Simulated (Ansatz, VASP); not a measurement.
## One calculation of K, two programs

```
K
1.0
     4.54507    0.00000    0.00000
    -2.27253    3.93614    0.00000
     0.00000    0.00000    4.27988
K
1
Cartesian
  0.0000 0.0000 0.0000
```

Alike in both runs: functional PBE; k mesh 15 × 15 × 14; occupations gaussian, width 0.1 eV; no spin polarisation.

Ansatz relaxed the structure, and its values are those at the end. VASP's run is a single point on that final structure, the one shown.

|  | VASP | Ansatz |
| --- | --- | --- |
| version | VASP 6.6.1 | Ansatz 0.2.0 |
| potentials or method | VASP PAW PBE potentials, release 64 (K_sv) | scalar-relativistic, plane waves, PAW |
| plane-wave cutoff (eV) | 520 | 420 |
| valence electrons in the cell | 9 | 9 |

```csv
,VASP,Ansatz,Ansatz less VASP
gap on the k mesh at the Fermi level (eV),none,none,-
pressure (GPa),0.0,0.0,+0.01
```

A gap of «none» marks a metal or a gap that the smearing closes.
